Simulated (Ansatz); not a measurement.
# SCF questions for C

C is taken as a measured crystal structure (space group Fmmm), 2 atoms in the cell. Source: COD entry 9000046, which need not be the ambient phase.

```xyz
2
Lattice="0.0000 2.1270 3.3480 1.2280 0.0000 3.3480 1.2280 2.1270 0.0000" Properties=species:S:1:pos:R:3 pbc="T T T"
C     1.2280    0.7090    3.3480
C     1.2280    3.5450    3.3480
```

Atoms are numbered from 1 in the order listed.

The calculation used Ansatz development build ahead of 0.2.0, DFT, PBE, PAW, plane waves, scalar-relativistic.

| Setting | Value |
| --- | --- |
| Plane-wave cutoff | 420 eV |
| k-point mesh | 11×11×11 (Γ-centred) |
| Occupations | Fermi–Dirac smearing, 0.1 eV |
| Spin | off |

The starting density is a sum of atomic densities corrected by a trained network, so it is already close to self-consistency.

Gaps of semilocal functionals run low against measured ones.

Default run: converged in 6 iterations, with a gap of 0.69 eV on the k-mesh. The search for lower states is off, and runs that name a mixer don't switch to direct minimisation.

Task: What happens with iteration limit 15?

Result: Converged in 6 iterations: the same free energy.

Task: Outcome with Anderson, β 0.8, history 2, no preconditioner (limit 60 iterations)?

Result: Converged in 4 iterations: the same free energy.

Task: Change to fixed occupations (limit 60 iterations). Does it converge, and to what?

Result: Converged in 6 iterations: free energy shifted by +0.1 meV/atom, zero-width estimate shifted by -0.1 meV/atom, forces change by up to 0.005 eV/Å.
